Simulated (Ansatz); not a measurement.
# Aluminium, diamond under PBEsol: from relaxation to bulk modulus, part 2 of 2

Aim: take aluminium in the diamond structure, relax it, solve it on a dense k-mesh, then scale the cell to 7 volumes from 88 to 112 % of the relaxed one and try a fit of the equation of state. Spin polarisation is left out. The k-meshes are 10×10×10 for the relaxation; 15×15×15 for the dense run; 10×10×10 for the volumes.

Ansatz 0.2.0; DFT, PBEsol, plane waves (420 eV) with PAW, scalar-relativistic.

**5. The cell scaled to 92 % of its volume**

This is Al in the diamond structure; at room conditions it is fcc.

Input file input.yaml:

```yaml
crystal:
  lattice:
    - [0.0, 2.915242268, 2.915242268]
    - [2.915242268, 0.0, 2.915242268]
    - [2.915242268, 2.915242268, 0.0]
  atoms:
    - { symbol: Al, position: [0.125, 0.125, 0.125] }
    - { symbol: Al, position: [0.875, 0.875, 0.875] }
hamiltonian:
  xc: pbesol
  pseudopotentials:
    kind: paw
    azcp:
      Al: "pseudopotentials/Al.paw.azcp"
basis:
  ecutwfc: 420
  fft_grid_basis: typed
kpoints:
  mp_grid: { grid: [10, 10, 10], shift: [0, 0, 0] }
magnetization:
  spin_polarized: false
scf:
  occupations: { method: fermi_dirac, width: 0.1 }
  lower_state_search: "off"
output:
  stress: true
  write_density: true
  write_potential: true
  elf: true
  volumetric_format: npy
```

What it wrote (excerpt; [...] marks lines left out):

```text
Warning: <dir> the record states the generating functional pbe (its physics header spells it `PBE`), which answers neither for hamiltonian.xc's functional nor for the pbesol family's — results may be inconsistent (PPs are generated against a specific XC)
Warning: RAYON_NUM_THREADS=2 ignored (pool sized by the plan → 2); use --threads N
[...]
Pseudopotentials: kind: paw
Pseudopotential: Al, paw, valence charge 3, recommended cutoff 420 eV (normal), <dir>
Functional definition: PBEsol
[...]
Crystal: 2 atoms, lattice volume = 49.551 Å³
Basis set: ecut = 420 eV, 941 PW (Γ)
Bands: 7, of which v1, the nominal top of the filled ones, is band 3 counted from 1 (2 counted from 0)
Symmetry: 48 space group operations
Space group: Fd-3m (ITA 227), of the structure as read, at distance tolerance 3.7e-5 Å
k-points: 47 of 1000
[...]
SCF iter   1: F=—  HF=-1047.396856 eV  |F-HF|=—  |Δ(HF+E_count)|=         —  Δρ=1.38e-3  dr2=1.64e-3  ethr=1.77e-3  ⟨swp⟩=5.6  Hψ=2980  notcnv=0
[...]
SCF iter   6: F=-1047.397085 eV  HF=-1047.397085 eV  |F-HF|=6.82e-13  |Δ(HF+E_count)|=  5.07e-10  Δρ=1.03e-7  dr2=6.16e-12  ethr=1.65e-10  ⟨swp⟩=4.8  Hψ=1418  notcnv=0
[...]
SCF converged after 6 iterations
Free energy (F): -1047.397085 eV
[...]
E sigma→0 (E₀):  -1047.375733 eV
Entropy (-TS):   -0.042704 eV (-21.352 meV/atom)
Fermi energy:    3.409974 eV
[...]
--- Stress (GPa, compression-positive) ---
        3.964479      -0.000000      -0.000000
       -0.000000       3.964479      -0.000000
       -0.000000       0.000000       3.964479
  P = ⅓ Tr σ = 3.9645 GPa (39.645 kbar)
--- Band table (eV; the first three rows and the last of 47) ---
  k-point 0: bands = ["-4.9146", "5.7291", "5.7291", "5.7291", "7.5599", "7.5599", "7.5599"]
[...]
```

Wall time 0.84 s (2 threads of Arm Neoverse V1, shared host); peak memory 0.28 GiB.

The maps below are laid out on this run's own conventional cell (a, b, c = 5.830, 5.830, 5.830 Å).

Density in a lattice plane of the grid's cell (edges 5.83 and 5.83 Å, at 0.125 of the third edge), which holds Al.

Ten even steps from ' ' (0.03 e/Å³) to '@' (0.21 e/Å³):
```
%%%%%%%%%%%%%%##++==----::::......::::----==++##
++**********++++++======--------------======++++
--------------======++++++**********++++++======
::::......::::----==++##%%%%%%%%%%%%%%##++==----
....      ....::--==**%%@@@@%%##%%@@@@%%**==--::
..          ....--==##@@@@##==--==##@@@@**==--..
              ..::==##@@%%++--::::==%%@@##==::..
              ..::==##@@%%==::::::==%%@@##==::..
..          ....--==**@@@@##++====##@@@@**==--..
....      ....::--==**%%@@@@%%%%%%@@@@%%**==--::
::::......::::----==++##%%%%%%%%%%%%%%##++==----
--------------======++++++**********++++++======
++**********++++++======--------------======++++
%%%%%%%%%%%%%%##++==----::::......::::----==++##
@@@@%%##%%@@@@%%**==--::....      ....::--==**%%
@@##==--==##@@@@**==--....          ....--==##@@
%%++--::::==%%@@##==::..              ..::==##@@
%%==::::::==%%@@##==::..              ..::==##@@
@@##++====##@@@@**==--....          ....--==**@@
@@@@%%%%%%@@@@%%**==--::....      ....::--==**%%
```
Columns run along the first of these edges and rows up along the second, over one cell in 24 and 20 even steps from the bottom left corner. Atoms in the plane (fractional): Al at (0.12, 0.12), Al at (0.62, 0.62).

ELF in the same plane.

Ten even steps from '0' (0.04) to '9' (0.78):
```
998889998654332223345689
887778877666555555566677
555555566677877777877666
332223345689998889998654
211111235789985458998753
100000124689830003798642
100000124688512420588642
100000124688502510588642
100000124689841003798642
211111235789986568998753
332223345689998889998654
555555566677887778877666
877777877666555555566677
998889998654332223345689
985458998753211111235789
830003798642100000124689
512420588642100000124688
502510588642100000124688
841003798642100000124689
986568998753211111235789
```
Columns run along the first of these edges and rows up along the second, over one cell in 24 and 20 even steps from the bottom left corner. Atoms in the plane (fractional): Al at (0.12, 0.12), Al at (0.62, 0.62).

Both are smooth fields of the valence electrons: close to the nuclei they are not physical.

The highest ELF values outside the cores: 0.92 on the Al–Al line, 1.3 Å from Al.

**6. The cell scaled to 96 % of its volume**

input.yaml, as its differences from that of step 5:

```diff
@@ -2,5 +2,5 @@
   lattice:
-    - [0.0, 2.915242268, 2.915242268]
-    - [2.915242268, 0.0, 2.915242268]
-    - [2.915242268, 2.915242268, 0.0]
+    - [0.0, 2.9568942135, 2.9568942135]
+    - [2.9568942135, 0.0, 2.9568942135]
+    - [2.9568942135, 2.9568942135, 0.0]
   atoms:
```

What it wrote (excerpt; [...] marks lines left out):

```text
Warning: <dir> the record states the generating functional pbe (its physics header spells it `PBE`), which answers neither for hamiltonian.xc's functional nor for the pbesol family's — results may be inconsistent (PPs are generated against a specific XC)
Warning: RAYON_NUM_THREADS=2 ignored (pool sized by the plan → 2); use --threads N
[...]
Pseudopotentials: kind: paw
Pseudopotential: Al, paw, valence charge 3, recommended cutoff 420 eV (normal), <dir>
Functional definition: PBEsol
[...]
Crystal: 2 atoms, lattice volume = 51.706 Å³
Basis set: ecut = 420 eV, 965 PW (Γ)
Bands: 7, of which v1, the nominal top of the filled ones, is band 3 counted from 1 (2 counted from 0)
Symmetry: 48 space group operations
Space group: Fd-3m (ITA 227), of the structure as read, at distance tolerance 3.7e-5 Å
k-points: 47 of 1000
[...]
SCF iter   1: F=—  HF=-1047.434855 eV  |F-HF|=—  |Δ(HF+E_count)|=         —  Δρ=1.33e-3  dr2=1.65e-3  ethr=1.77e-3  ⟨swp⟩=5.6  Hψ=2986  notcnv=0
[...]
SCF iter   6: F=-1047.435214 eV  HF=-1047.435214 eV  |F-HF|=1.36e-12  |Δ(HF+E_count)|=   1.75e-9  Δρ=1.18e-7  dr2=1.01e-11  ethr=2.19e-10  ⟨swp⟩=4.8  Hψ=1444  notcnv=0
[...]
SCF converged after 6 iterations
Free energy (F): -1047.435214 eV
[...]
E sigma→0 (E₀):  -1047.412643 eV
Entropy (-TS):   -0.045143 eV (-22.572 meV/atom)
Fermi energy:    3.120798 eV
[...]
--- Stress (GPa, compression-positive) ---
        1.781480       0.000000      -0.000000
        0.000000       1.781480      -0.000000
       -0.000000      -0.000000       1.781480
  P = ⅓ Tr σ = 1.7815 GPa (17.815 kbar)
--- Band table (eV; the first three rows and the last of 47) ---
  k-point 0: bands = ["-5.0157", "5.3551", "5.3551", "5.3551", "7.1837", "7.1837", "7.1837"]
[...]
```

It took 1.4 s on 2 threads of Arm Neoverse V1, shared host; peak memory 0.28 GiB.

**7. The cell scaled to 100 % of its volume**

input.yaml, as its differences from that of step 6:

```diff
@@ -2,5 +2,5 @@
   lattice:
-    - [0.0, 2.9568942135, 2.9568942135]
-    - [2.9568942135, 0.0, 2.9568942135]
-    - [2.9568942135, 2.9568942135, 0.0]
+    - [0.0, 2.9974046477, 2.9974046477]
+    - [2.9974046477, 0.0, 2.9974046477]
+    - [2.9974046477, 2.9974046477, 0.0]
   atoms:
@@ -26,5 +26 @@
   stress: true
-  write_density: true
-  write_potential: true
-  elf: true
-  volumetric_format: npy
```

What it wrote (excerpt; [...] marks lines left out):

```text
Warning: <dir> the record states the generating functional pbe (its physics header spells it `PBE`), which answers neither for hamiltonian.xc's functional nor for the pbesol family's — results may be inconsistent (PPs are generated against a specific XC)
Warning: RAYON_NUM_THREADS=2 ignored (pool sized by the plan → 2); use --threads N
[...]
Pseudopotentials: kind: paw
Pseudopotential: Al, paw, valence charge 3, recommended cutoff 420 eV (normal), <dir>
Functional definition: PBEsol
[...]
Crystal: 2 atoms, lattice volume = 53.860 Å³
Basis set: ecut = 420 eV, 1067 PW (Γ)
Bands: 7, of which v1, the nominal top of the filled ones, is band 3 counted from 1 (2 counted from 0)
Symmetry: 48 space group operations
Space group: Fd-3m (ITA 227), of the structure as read, at distance tolerance 3.8e-5 Å
k-points: 47 of 1000
[...]
SCF iter   1: F=—  HF=-1047.446272 eV  |F-HF|=—  |Δ(HF+E_count)|=         —  Δρ=1.33e-3  dr2=1.83e-3  ethr=1.77e-3  ⟨swp⟩=5.7  Hψ=3004  notcnv=0
[...]
SCF iter   6: F=-1047.446806 eV  HF=-1047.446806 eV  |F-HF|=9.09e-13  |Δ(HF+E_count)|=   1.56e-9  Δρ=1.30e-7  dr2=1.25e-11  ethr=2.36e-10  ⟨swp⟩=1.8  Hψ=980  notcnv=0
[...]
SCF converged after 6 iterations
Free energy (F): -1047.446806 eV
[...]
E sigma→0 (E₀):  -1047.422994 eV
Entropy (-TS):   -0.047624 eV (-23.812 meV/atom)
Fermi energy:    2.853529 eV
[...]
--- Stress (GPa, compression-positive) ---
        0.005383      -0.000000       0.000000
       -0.000000       0.005383       0.000000
       -0.000000       0.000000       0.005383
  P = ⅓ Tr σ = 0.0054 GPa (0.054 kbar)
```

Run time: 0.69 s. Hardware: 2 threads of Arm Neoverse V1, shared host; peak memory 0.27 GiB.

**8. The cell scaled to 104 % of its volume**

input.yaml, as its differences from that of step 7:

```diff
@@ -2,5 +2,5 @@
   lattice:
-    - [0.0, 2.9974046477, 2.9974046477]
-    - [2.9974046477, 0.0, 2.9974046477]
-    - [2.9974046477, 2.9974046477, 0.0]
+    - [0.0, 3.0368487059, 3.0368487059]
+    - [3.0368487059, 0.0, 3.0368487059]
+    - [3.0368487059, 3.0368487059, 0.0]
   atoms:
```

What it wrote (excerpt; [...] marks lines left out):

```text
Warning: <dir> the record states the generating functional pbe (its physics header spells it `PBE`), which answers neither for hamiltonian.xc's functional nor for the pbesol family's — results may be inconsistent (PPs are generated against a specific XC)
Warning: RAYON_NUM_THREADS=2 ignored (pool sized by the plan → 2); use --threads N
[...]
Pseudopotentials: kind: paw
Pseudopotential: Al, paw, valence charge 3, recommended cutoff 420 eV (normal), <dir>
Functional definition: PBEsol
[...]
Crystal: 2 atoms, lattice volume = 56.014 Å³
Basis set: ecut = 420 eV, 1067 PW (Γ)
Bands: 7, of which v1, the nominal top of the filled ones, is band 3 counted from 1 (2 counted from 0)
Symmetry: 48 space group operations
Space group: Fd-3m (ITA 227), of the structure as read, at distance tolerance 3.8e-5 Å
k-points: 47 of 1000
[...]
SCF iter   1: F=—  HF=-1047.436141 eV  |F-HF|=—  |Δ(HF+E_count)|=         —  Δρ=1.34e-3  dr2=2.00e-3  ethr=1.77e-3  ⟨swp⟩=5.6  Hψ=3013  notcnv=0
[...]
SCF iter   6: F=-1047.436864 eV  HF=-1047.436864 eV  |F-HF|=1.59e-12  |Δ(HF+E_count)|=   1.90e-9  Δρ=1.36e-7  dr2=1.55e-11  ethr=2.99e-10  ⟨swp⟩=1.9  Hψ=998  notcnv=0
[...]
SCF converged after 6 iterations
Free energy (F): -1047.436864 eV
[...]
E sigma→0 (E₀):  -1047.411905 eV
Entropy (-TS):   -0.049918 eV (-24.959 meV/atom)
Fermi energy:    2.605864 eV
[...]
--- Stress (GPa, compression-positive) ---
       -1.434994      -0.000000       0.000000
       -0.000000      -1.434994      -0.000000
        0.000000      -0.000000      -1.434994
  P = ⅓ Tr σ = -1.4350 GPa (-14.350 kbar)
```

It took 0.69 s on 2 threads of Arm Neoverse V1, shared host; peak memory 0.28 GiB.

**9. The cell scaled to 108 % of its volume**

input.yaml, as its differences from that of step 8:

```diff
@@ -2,5 +2,5 @@
   lattice:
-    - [0.0, 3.0368487059, 3.0368487059]
-    - [3.0368487059, 0.0, 3.0368487059]
-    - [3.0368487059, 3.0368487059, 0.0]
+    - [0.0, 3.07529391, 3.07529391]
+    - [3.07529391, 0.0, 3.07529391]
+    - [3.07529391, 3.07529391, 0.0]
   atoms:
```

What it wrote (excerpt; [...] marks lines left out):

```text
Warning: <dir> the record states the generating functional pbe (its physics header spells it `PBE`), which answers neither for hamiltonian.xc's functional nor for the pbesol family's — results may be inconsistent (PPs are generated against a specific XC)
Warning: RAYON_NUM_THREADS=2 ignored (pool sized by the plan → 2); use --threads N
[...]
Pseudopotentials: kind: paw
Pseudopotential: Al, paw, valence charge 3, recommended cutoff 420 eV (normal), <dir>
Functional definition: PBEsol
[...]
Crystal: 2 atoms, lattice volume = 58.169 Å³
Basis set: ecut = 420 eV, 1139 PW (Γ)
Bands: 7, of which v1, the nominal top of the filled ones, is band 3 counted from 1 (2 counted from 0)
Symmetry: 48 space group operations
Space group: Fd-3m (ITA 227), of the structure as read, at distance tolerance 3.9e-5 Å
k-points: 47 of 1000
[...]
SCF iter   1: F=—  HF=-1047.408595 eV  |F-HF|=—  |Δ(HF+E_count)|=         —  Δρ=1.32e-3  dr2=2.05e-3  ethr=1.77e-3  ⟨swp⟩=5.7  Hψ=3000  notcnv=0
[...]
SCF iter   6: F=-1047.409458 eV  HF=-1047.409458 eV  |F-HF|=6.82e-13  |Δ(HF+E_count)|=  3.60e-10  Δρ=1.39e-7  dr2=1.61e-11  ethr=2.44e-10  ⟨swp⟩=1.9  Hψ=972  notcnv=0
[...]
SCF converged after 6 iterations
Free energy (F): -1047.409458 eV
[...]
E sigma→0 (E₀):  -1047.383507 eV
Entropy (-TS):   -0.051902 eV (-25.951 meV/atom)
Fermi energy:    2.376223 eV
[...]
--- Stress (GPa, compression-positive) ---
       -2.601879      -0.000000      -0.000000
        0.000000      -2.601879      -0.000000
        0.000000       0.000000      -2.601879
  P = ⅓ Tr σ = -2.6019 GPa (-26.019 kbar)
```

It took 0.69 s on 2 threads of Arm Neoverse V1, shared host; peak memory 0.28 GiB.

**10. The cell scaled to 112 % of its volume**

input.yaml, as its differences from that of step 9:

```diff
@@ -2,5 +2,5 @@
   lattice:
-    - [0.0, 3.07529391, 3.07529391]
-    - [3.07529391, 0.0, 3.07529391]
-    - [3.07529391, 3.07529391, 0.0]
+    - [0.0, 3.1128011908, 3.1128011908]
+    - [3.1128011908, 0.0, 3.1128011908]
+    - [3.1128011908, 3.1128011908, 0.0]
   atoms:
```

What it wrote (excerpt; [...] marks lines left out):

```text
Warning: <dir> the record states the generating functional pbe (its physics header spells it `PBE`), which answers neither for hamiltonian.xc's functional nor for the pbesol family's — results may be inconsistent (PPs are generated against a specific XC)
Warning: RAYON_NUM_THREADS=2 ignored (pool sized by the plan → 2); use --threads N
[...]
Pseudopotentials: kind: paw
Pseudopotential: Al, paw, valence charge 3, recommended cutoff 420 eV (normal), <dir>
Functional definition: PBEsol
[...]
Crystal: 2 atoms, lattice volume = 60.323 Å³
Basis set: ecut = 420 eV, 1243 PW (Γ)
Bands: 7, of which v1, the nominal top of the filled ones, is band 3 counted from 1 (2 counted from 0)
Symmetry: 48 space group operations
Space group: Fd-3m (ITA 227), of the structure as read, at distance tolerance 3.9e-5 Å
k-points: 47 of 1000
[...]
SCF iter   1: F=—  HF=-1047.366892 eV  |F-HF|=—  |Δ(HF+E_count)|=         —  Δρ=1.27e-3  dr2=2.03e-3  ethr=1.77e-3  ⟨swp⟩=5.6  Hψ=2988  notcnv=0
[...]
SCF iter   6: F=-1047.367893 eV  HF=-1047.367893 eV  |F-HF|=1.14e-12  |Δ(HF+E_count)|=  7.45e-10  Δρ=1.36e-7  dr2=1.50e-11  ethr=2.39e-10  ⟨swp⟩=1.8  Hψ=982  notcnv=0
[...]
SCF converged after 6 iterations
Free energy (F): -1047.367893 eV
[...]
E sigma→0 (E₀):  -1047.341075 eV
Entropy (-TS):   -0.053637 eV (-26.819 meV/atom)
Fermi energy:    2.163146 eV
[...]
--- Stress (GPa, compression-positive) ---
       -3.547989      -0.000000      -0.000000
       -0.000000      -3.547989      -0.000000
       -0.000000      -0.000000      -3.547989
  P = ⅓ Tr σ = -3.5480 GPa (-35.480 kbar)
```

Run time: 0.79 s. Hardware: 2 threads of Arm Neoverse V1, shared host; peak memory 0.28 GiB.

**11. The equation of state**

All volumes keep the relaxed shape and fractional coordinates.

```
V (Å³/atom)  E − E₀ (meV/atom)  P from the stress (GPa)  P from the fit (GPa)
     23.698               58.4                     6.64                  6.59
     24.776               23.6                     3.96                  3.87
     25.853                5.2                     1.78                  1.69
     26.930                0.0                     0.01                 -0.08
     28.007                5.5                    -1.43                 -1.51
     29.084               19.7                    -2.60                 -2.67
     30.162               41.0                    -3.55                 -3.61
```

A third-order Birch-Murnaghan fit gives V₀ = 26.875 Å³/atom, B₀ = 40 GPa and B₀′ = 4.3; it misses no point by more than 0.02 meV/atom.

Fit and stress differ a little: one follows E(σ → 0), the other the smeared free energy.

**12. Summary of results**

This closing draws on all 2 parts.

```
                      quantity                         value
space group (spins left aside)               Fd-3m (No. 227)
             conventional cell                   a = 5.995 Å
                        volume                26.930 Å³/atom
             shortest distance                       2.596 Å
               gap on the mesh  none (levels filled in part)
               relative to fcc                 +840 meV/atom
                   V₀, B₀, B₀′   26.875 Å³/atom, 40 GPa, 4.3
```

**Reading.** The relaxation enlarged the cell by 20.2 % in volume. It lies 840 meV/atom above the element's reference form at the same level (fcc, from a run of its own), so it is far from stable. Levels at the Fermi energy are filled in part, as in a metal. The fitted modulus is 40 GPa. Relaxation kept the symmetry; phonons were not checked.
